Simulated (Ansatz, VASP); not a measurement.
**One calculation of Co, two programs**

INCAR

```
PREC = Accurate
ENCUT = 520
EDIFF = 1E-6
ISMEAR = -1
SIGMA = 0.05
LREAL = F
LASPH = T
NELM = 150
ALGO = Normal
ISIF = 2
LWAVE = F
LCHARG = F
ISPIN = 2
MAGMOM = 2 2
LORBIT = 11
LMAXMIX = 4
GGA = PS
NBANDS = 20
```

Contents of KPOINTS:

```
regular mesh
0
Gamma
  12 12 7
```

File POSCAR:

```
Co
1.0
    2.4873648738      0.0000000000      0.0000000000
   -1.2436824369      2.1541211692      0.0000000000
    0.0000000000      0.0000000000      4.0632895034
Co
2
Direct
    0.3333333333      0.6666666667      0.7401390000
    0.6666666667      0.3333333333      0.2598610000
```

The input input.yaml:

```yaml
crystal:
  lattice:
    - [2.4873648738, 0.0, 0.0]
    - [-1.2436824369, 2.1541211692, 0.0]
    - [0.0, 0.0, 4.0632895034]
  atoms:
    - { symbol: Co, position: [0.3333333333, 0.6666666667, 0.740139], spin: 2.0 }
    - { symbol: Co, position: [0.6666666667, 0.3333333333, 0.259861], spin: 2.0 }
kpoints:
  mp_grid: { grid: [12, 12, 7] }
  band_path:
    path:
      - [0.0, 0.0, 0.0]
      - [0.5, 0.0, 0.0]
      - [0.3333333333, 0.3333333333, 0.0]
      - [0.0, 0.0, 0.0]
      - [0.0, 0.0, 0.5]
      - [0.5, 0.0, 0.5]
      - [0.3333333333, 0.3333333333, 0.5]
      - [0.0, 0.0, 0.5]
    npoints: 12
scf:
  occupations: { method: fermi_dirac, width: 0.05 }
hamiltonian:
  xc: pbesol
  pseudopotentials:
    kind: all_electron
    lapw: { basis_error: 0.001 }
    relativity: none
magnetization:
  spin_polarized: true
output:
  forces: true
  stress: true
  eigenvalues: true
```

Alike in both runs: functional PBEsol; k mesh 12 × 12 × 7; occupations fermi-dirac, width 0.05 eV; collinear spin.

|  | VASP | Ansatz |
| --- | --- | --- |
| version | VASP 6.6.1 | Ansatz 0.2.0 |
| potentials or method | VASP PAW PBE potentials, release 64 (Co) | all-electron LAPW, non-relativistic |
| plane-wave cutoff (eV) | 520 | see its input |
| task | single point | band structure |

|  | VASP | Ansatz | Ansatz less VASP |
| --- | --- | --- | --- |
| gap on the k mesh at the Fermi level (eV) | none | none | - |
| pressure (GPa) | -10.0 | -5.6 | +4.39 |
| largest component of the traceless stress (GPa) | 1.93 | 2.02 | +0.089 |
| rms of the force components (eV/Å) | 0.248 | 0.278 | +0.0303 |
| net moment per atom (μB) | 1.62 | 1.61 | -0.012 |
| size of the moment on the site where the two differ most (μB) | 1.64 | 1.67 | +0.031 |

Site moments also hang on the region over which each program counts them. Atom by atom the forces differ by 0.030 eV/Å (rms over components). A gap of «none» marks a metal or a gap that the smearing closes. One of these differences is far larger than is usual between the two programs; its cause wasn't traced. Ansatz ran all-electron here, so the differences hold the error of VASP's frozen core and of both bases.

Caveats: the PAW data sets were made with another functional, which shifts forces and pressure a little (VASP).
